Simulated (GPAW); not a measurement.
SrO:

```
Sr O
1.0
     0.00000    2.56630    2.56630
     2.56630    0.00000    2.56630
     2.56630    2.56630    0.00000
Sr O
1 1
Cartesian
  2.5663 2.5663 2.5663
  0.0000 0.0000 0.0000
```

```yaml
Program: GPAW 26.7.0
Task: relaxation of cell and atoms
Functional: PBE
Dispersion: D4
Potentials_or_basis: GPAW PAW data sets (gpaw-data 1.2.1)
Cutoff: 800 eV
Basis: pw
k_mesh: 9 × 9 × 9
Occupations: fermi-dirac, width 0.05 eV
Spin: no spin polarisation
```

At the start: pressure 2.0 GPa; volume 16.90 Å³/atom.

Where does the relaxation end?

Over 3 steps the energy falls by 2.5 meV/atom and the volume is 17.27 Å³/atom (+2.2 %); space group Fm-3m (No. 225, to 0.05 Å).

The path:
```csv
step,energy change (eV),largest force (eV/Å),pressure (GPa),volume (Å³)
1,0.0000,0.0000,2.04,33.80
2,-0.0019,0.0000,1.60,33.96
3,-0.0051,0.0000,0.04,34.54
```

Final structure:
```
CELL_PARAMETERS angstrom
0.00000 2.58486 2.58486
2.58486 0.00000 2.58486
2.58486 2.58486 0.00000
ATOMIC_POSITIONS crystal
Sr 0.50000 0.50000 0.50000
O 0.00000 0.00000 0.00000
```

Caveat: later steps reuse the first step's grids.
